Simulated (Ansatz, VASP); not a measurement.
# TiC: VASP beside Ansatz

```
CELL_PARAMETERS angstrom
0.00000 2.15443 2.15443
2.15443 0.00000 2.15443
2.15443 2.15443 0.00000
ATOMIC_POSITIONS crystal
Ti 0.00000 0.00000 0.00000
C 0.50000 0.50000 0.50000
```

Alike in both runs: task relaxation of cell and atoms; functional PBE; k mesh 15 × 15 × 15; occupations fermi-dirac, width 0.05 eV; no spin polarisation.

|  | VASP | Ansatz |
| --- | --- | --- |
| version | VASP 6.6.1 | Ansatz 0.2.0 |
| potentials or method | VASP PAW PBE potentials, release 64 (Ti_sv, C) | PAW with Ansatz's default frozen-core files, scalar-relativistic |
| plane-wave cutoff (eV) | 600 | 420 |
| valence electrons in the cell | 16 | 16 |

|  | VASP | Ansatz | Ansatz less VASP |
| --- | --- | --- | --- |
| relaxed volume (Å³/atom) | 10.17 | 10.17 | -0.008 |
| relaxed cell length with the largest relative difference (Å) | 3.064 | 3.064 | -0.0008 |
| energy change over the relaxation (meV/atom) | -2 | -2 | +0.1 |
